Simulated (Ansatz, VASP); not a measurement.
# Ga2O3 (Ga2O3 (R-3c)) in two plane-wave programs, part 2 of 2

Aim: how closely do two programs agree when they are given the same cell, functional and k mesh? The cell is taken from a series of runs on this material, whose earlier steps may have relaxed, scaled, displaced or heated it; both programs get it as it stands.

VASP 6.6.1 and Ansatz 0.2.0.

So far: Starting point; VASP: relaxation of cell and atoms, PBEsol.

**3. Ansatz: relaxation of cell and atoms, PBEsol**

Level of this step: Ansatz beside VASP: Kohn-Sham DFT, plane waves, PBEsol (Ansatz).

Ansatz runs on its default PAW (the set named soft_2) files.

The same cell, functional and mesh now go to Ansatz.

The input, input.yaml:

```yaml
crystal:
  lattice:
    - [2.4986992, 1.4426247, 4.4835498]
    - [-2.4986992, 1.4426247, 4.4835498]
    - [0.0, -2.8852493, 4.4835498]
  atoms:
    - { symbol: Ga, position: [0.85558558, 0.85558558, 0.85558558] }
    - { symbol: Ga, position: [0.64441442, 0.64441442, 0.64441442] }
    - { symbol: Ga, position: [0.14441442, 0.14441442, 0.14441442] }
    - { symbol: Ga, position: [0.35558558, 0.35558558, 0.35558558] }
    - { symbol: O, position: [0.75, 0.44683282, 0.05316718] }
    - { symbol: O, position: [0.44683282, 0.05316718, 0.75] }
    - { symbol: O, position: [0.05316718, 0.75, 0.44683282] }
    - { symbol: O, position: [0.25, 0.55316718, 0.94683282] }
    - { symbol: O, position: [0.94683282, 0.25, 0.55316718] }
    - { symbol: O, position: [0.55316718, 0.94683282, 0.25] }
basis:
  ecutwfc: 420
  xc_grid: 2
hamiltonian:
  xc: pbesol
kpoints:
  mp_grid: { grid: [7, 7, 7] }
scf:
  occupations: { method: fixed }
  max_iter: 100
relax:
  f_tol: 0.005
  max_steps: 60
  cell: {}
output:
  forces: true
  stress: true
checkpoint:
  write: "../cell.run"
  compress: false
  write_wavefunctions: false
  write_every: 100000
```

Command:

```bash
ansatz run input.yaml --threads 8 --pin off --max-ram 22609MiB --backend cpu --events-out ev --progress --plain --runs-dir out
```

Numbers of over 12 decimals in the logs are rounded to 6 here.

Log:

```text
Engine: ansatz 0.2.0, aarch64-unknown-linux-gnu
Pseudopotentials: kind: paw
Pseudopotential: Ga, paw, valence charge 13, recommended cutoff 420 eV (normal), Ga.paw.azcp
Pseudopotential: O, paw, valence charge 6, recommended cutoff 420 eV (normal), O.paw.azcp
Functional definition: PBEsol
  exchange = pbesol_x
  correlation = pbesol_c
Crystal: 10 atoms, lattice volume = 96.971 Å³
Basis set: ecut = 420 eV, 1899 PW (Γ), exchange–correlation on 72×72×72 points (8 copies of the dense FFT grid, shifted against one another)
Bands: 54, of which v1, the nominal top of the filled ones, is band 44 counted from 1 (43 counted from 0)
Symmetry: 12 space group operations
Space group: R-3c (ITA 167), of the structure as read, at distance tolerance 4.6e-5 Å
k-points: 44 of 343
Non-local potential: Ga, projectors of the file, l = 0: 2, l = 1: 2, l = 2: 3, l = 3: 1
Non-local potential: O, projectors of the file, l = 0: 2, l = 1: 2, l = 2: 1
PAW form: soft (Blöchl's): semilocal exchange-correlation on the pseudo side does not see the compensation charge
PAW frozen core: Ga, regenerated for the run's functional, and the local potential with it (the file was generated under x = pbe(κ = 0.804, μ = 0.219515), c = pbe(β = 0.066725))
PAW frozen core: O, regenerated for the run's functional, and the local potential with it (the file was generated under x = pbe(κ = 0.804, μ = 0.219515), c = pbe(β = 0.066725))
PAW one-centre angular grid: Ga, 590 points (default); XC on 64 Gauss nodes
PAW one-centre angular grid: O, 110 points (default); XC on 64 Gauss nodes
Initial density: superposition of atomic densities (neutral atoms: chi_scale 0, normalization atom), corrected by the library's trained network
Initial wavefunctions: pseudopotential atomic-orbital guess
Functional: x = pbesol(κ = 0.804, μ = 0.123457), c = pbesol(β = 0.046)
SCF iter   1: F=—  HF=-18341.820562 eV  |F-HF|=—  |Δ(HF+E_count)|=         —  Δρ=1.73e-2  dr2=2.19e-1  ethr=1.77e-3  ⟨swp⟩=5.0  Hψ=7370  notcnv=0  defer=347
preconditioner: auto → Resta (q_TF=auto, 2.685 Å⁻¹)  ε∞=4.9  [insulator: Δε(μ)=2.582 eV  Ē_g=17.996 eV  n_scr=26 (ndim 8)  ℏωp=35.4 eV  f_vac=0.015  ε∞_Penn≈4.9]
SCF iter   2: F=—  HF=-18341.755775 eV  |F-HF|=—  |Δ(HF+E_count)|=   6.48e-2  Δρ=2.30e-3  dr2=2.70e-3  ethr=2.49e-4  ⟨swp⟩=2.0  Hψ=3423  notcnv=0  defer=351
SCF iter   3: F=—  HF=-18341.755727 eV  |F-HF|=—  |Δ(HF+E_count)|=   4.84e-5  Δρ=1.15e-3  dr2=6.95e-4  ethr=3.07e-6  ⟨swp⟩=2.0  Hψ=3803  notcnv=0  defer=264
automatic band count: iteration 3 solves 52 bands in place of 54: the levels show a gap, and the empty bands left out lie too high to hold charge; the band table lists the bands solved (type scf.n_extra_bands for more)
SCF iter   4: F=—  HF=-18341.755856 eV  |F-HF|=—  |Δ(HF+E_count)|=   1.29e-4  Δρ=4.53e-4  dr2=1.21e-4  ethr=7.90e-7  ⟨swp⟩=2.5  Hψ=3857  notcnv=0  defer=198
SCF iter   5: F=—  HF=-18341.755806 eV  |F-HF|=—  |Δ(HF+E_count)|=   4.98e-5  Δρ=9.49e-5  dr2=8.11e-6  ethr=1.37e-7  ⟨swp⟩=2.6  Hψ=4207  notcnv=0  defer=111
SCF iter   6: F=—  HF=-18341.755820 eV  |F-HF|=—  |Δ(HF+E_count)|=   1.38e-5  Δρ=1.98e-5  dr2=2.52e-7  ethr=9.21e-9  ⟨swp⟩=2.0  Hψ=4117  notcnv=0  defer=107
SCF iter   7: F=-18341.755820 eV  HF=-18341.755820 eV  |F-HF|=9.23e-9  |Δ(HF+E_count)|=   3.17e-8  Δρ=3.56e-6  dr2=1.20e-8  ethr=1.14e-10  ⟨swp⟩=4.0  Hψ=8148  notcnv=0
SCF 1 converged in 7 iterations: F = -18341.755820 eV  dr2 = 1.20e-8
  greatest PAW one-centre occupation: 0.998 electrons in one spin orbital (limit 2), on the Ga atom at site 3 (counted from 0), in its partial waves of l = 2
relax step   1: F+E_penalty+E_count = -18341.75581981 eV  Δ(F+E_penalty+E_count) = +0.000e0 eV  max|allowed force component| = 2.845e-2 eV/Å  Δτ_max = 0.0000 Å  P = +0.245 GPa  Ω = 96.971 Å³  (7 SCF iters, dr2 threshold 1.00e-7 eV, accepted)
[...]
relax step   2: F+E_penalty+E_count = -18341.75579502 eV  Δ(F+E_penalty+E_count) = +2.479e-5 eV  max|allowed force component| = 6.902e-3 eV/Å  Δτ_max = 0.0015 Å  P = +0.121 GPa  Ω = 97.019 Å³  energy of the carried Pulay correction = -2.716e-4 eV  (4 SCF iters, dr2 threshold 2.18e-7 eV, accepted)
[...]
relax step   3: F+E_penalty+E_count = -18341.75554061 eV  Δ(F+E_penalty+E_count) = +2.544e-4 eV  max|allowed force component| = 1.896e-3 eV/Å  Δτ_max = 0.0003 Å  P = -0.005 GPa  Ω = 97.069 Å³  energy of the carried Pulay correction = -5.561e-4 eV  (4 SCF iters, dr2 threshold 5.62e-8 eV, accepted)
[...]
relax step   4: F+E_penalty+E_count = -18341.75605767 eV  Δ(F+E_penalty+E_count) = -5.171e-4 eV  max|allowed force component| = 1.970e-3 eV/Å  Δτ_max = 0.0000 Å  P = +0.005 GPa  Ω = 97.069 Å³  stress off target by 1.82e-2 GPa  SCF on the basis re-selected at this cell (its energy is not comparable with the rows above)  (5 SCF iters)
basis re-selected at this cell: Δ(F+E_penalty+E_count) = -5.171e-4 eV, ΔP = +0.010 GPa vs the last step (what re-selecting the basis moved, of the pressure what is left beyond the Pulay correction that the steps carried, after the strain that the cell walked since its last selection, with what the two solves' SCF thresholds leave and, on support functions, any second-order correction that the steps lacked; it is no m [...]
SCF converged after 5 iterations
Free energy (F): -18341.756058 eV
Harris-Foulkes:  -18341.756058 eV  (|F-HF|=0.00e0)
Internal energy: -18341.756058 eV  (E = F + TS)
E sigma→0 (E₀):  -18341.756058 eV
Fermi energy:    8.987843 eV
--- Per-component energies (eV) ---
  E_band       = -5.537938
  E_kinetic    = 1518.891379
  E_local      = -8529.363389  (includes V_loc(G=0)·N_el)
  E_nonlocal   = 2029.022780
  E_hartree    = 3846.180878
  E_xc         = -705.554919
  E_vxc        = -788.043215  (∫ρ·V_xc dr)
  E_paw        = -8753.097280  (= ΣΔE_a)
  E_vpaw       = -1928.422342  (= ΣTr[D̂ρ^β])
  E_aug_tail   = 0.014500  (compensation charges beyond the density's cutoff)
  E_ewald      = -7751.513646
  E_core_change = 3.663639  (= ΣΔE_core)
  E_smearing   = -0.000000  (= −TS)
  E_closure    = -0.000000  (closes the sum)
  Σ components = -18341.756058   (vs F -18341.756058, Δ=0.00e0)
--- Forces (eV/Å), atoms counted from 1 ---
  atom   1  Ga    -0.00000000    -0.00000000    -0.00146861
  atom   2  Ga    -0.00000000     0.00000000     0.00146861
  atom   3  Ga     0.00000000     0.00000000     0.00146861
  atom   4  Ga     0.00000000    -0.00000000    -0.00146861
  atom   5  O     -0.00098520     0.00170641    -0.00000000
  atom   6  O      0.00197039    -0.00000000    -0.00000000
  atom   7  O     -0.00098520    -0.00170641     0.00000000
  atom   8  O      0.00098520    -0.00170641     0.00000000
  atom   9  O      0.00098520     0.00170641    -0.00000000
  atom  10  O     -0.00197039     0.00000000     0.00000000
  max |Σ_I F_I| component: 1.52e-17 eV/Å
--- Stress (GPa, compression-positive) ---
       -0.001676      -0.000000      -0.000000
       -0.000000      -0.001676       0.000000
       -0.000000       0.000000       0.018240
  P = ⅓ Tr σ = 0.0050 GPa (0.050 kbar)
--- Relaxed structure (3 steps of the walk, 3 accepted, 1 SCFs on fresh bases) ---
  F+E_penalty+E_count = -18341.75605767 eV   max|allowed force component| = 1.970e-3 eV/Å   (the final SCF, on the basis selected at the relaxed cell)
  cell:  # Å, volume = 97.0693 Å³
    - [2.500247, 1.443518, 4.482551]
    - [-2.500247, 1.443518, 4.482551]
    - [0, -2.887036, 4.482551]
  atoms:
    - { symbol: Ga, position: [0.855713, 0.855713, 0.855713] }
    - { symbol: Ga, position: [0.644287, 0.644287, 0.644287] }
    - { symbol: Ga, position: [0.144287, 0.144287, 0.144287] }
    - { symbol: Ga, position: [0.355713, 0.355713, 0.355713] }
    - { symbol: O, position: [0.750000, 0.447197, 0.052803] }
    - { symbol: O, position: [0.447197, 0.052803, 0.750000] }
    - { symbol: O, position: [0.052803, 0.750000, 0.447197] }
    - { symbol: O, position: [0.250000, 0.552803, 0.947197] }
    - { symbol: O, position: [0.947197, 0.250000, 0.552803] }
    - { symbol: O, position: [0.552803, 0.947197, 0.250000] }
```

**4. Side by side**

Known differences besides the potentials themselves: fixed occupations in Ansatz, narrow Gaussian smearing in VASP; the cutoff is 420 eV in Ansatz and 600 eV in VASP; Ansatz makes its cores anew for this functional, VASP keeps those of its PBE data sets; Ansatz adds a Pulay correction to the stress that steers its cell, VASP none. Total energies have different zeros and are not compared.

Compared:

```
                                         quantity  Ansatz   VASP  difference
                                      volume (Å³)   97.07  97.23     -0.17 %
edge a after relaxation, in the typed setting (Å)   5.332  5.334     -0.05 %
```

**5. Summary of results**

| Item | Value |
| --- | --- |
| difference in volume (relaxation of cell and atoms, PBEsol) | -0.17 % |

**Reading.** The difference in volume is -0.17 % (relaxation of cell and atoms, PBEsol), within the 1.2 % picked in this series as the mark of a large difference, as far as the stopping tolerances let one tell. How closely two codes agree says nothing of how well the functional describes the real material.

[Lines on the potential files, build, host, timing and source positions are cut from VASP's logs without a mark.]

[Logs are printed without paths, hosts, clocks, repeated set-up lines and the standing remarks that a program may print on its own settings, such as how far it seeks lower states.]

[Hosts, paths, dates, database ids (printed as entryN), source tags and the programs' standing remarks are cut or masked in the printed files.]
